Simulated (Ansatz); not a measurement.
Runs of Ansatz 0.2.0 on Ta2N. It takes space group P-3m1 (No. 164, trigonal). Conventional cell: a = 3.113 Å, b = 3.113 Å, c = 4.870 Å, α = 90.00°, β = 90.00°, γ = 120.00°. Ta (site symmetry 3m) is surrounded by 3 N at 2.18 Å. N (site symmetry -3m) is surrounded by 6 Ta at 2.18 Å. The cell comes from a database or a generator and needn't be the stable form of this composition.

```tsv
level	spin	U	hubbard projectors	double counting	gap on the mesh (eV)	pressure (GPa)	largest force (eV/Å)
r2SCAN+U	off	Ta d U = 8 eV	ortho-atomic (the default)	fll (the default)	none	11.7	0.29
r2SCAN+U	off	Ta d U = 2 eV	ortho-atomic (the default)	fll (the default)	none	-4.0	0.18
r2SCAN	SOC, no magnetisation	-	-	-	none	(b)	(c)
r2SCAN+U	off	Ta d U = 5 eV	ortho-atomic (the default)	fll (the default)	none	-1.6	(a)
r2SCAN	off	-	-	-	none	-5.3	0.10
```

Alike in all rows: task band structure; potentials or basis Ansatz PAW; cell as given; k mesh 10 × 10 × 6; cutoff (eV) 500; smearing fermi-dirac 0.05 eV.

**Question.** Estimate the missing entries.

**Answer.** (a) 0.28; (b) -5.6; (c) 0.08.

Caveats: the PAW data sets come from PBE, with cores solved anew for the run's functional, which leaves a small shift of forces and pressure; spin-orbit coupling is left out, which moves the levels of the heavy elements (some runs); U without spin polarisation on a metal has little footing (some runs).

A k mesh can miss the band edges, and rows without SOC leave out spin-orbit coupling on Ta.

A gap of «none» marks a metal or a gap under the smearing width.
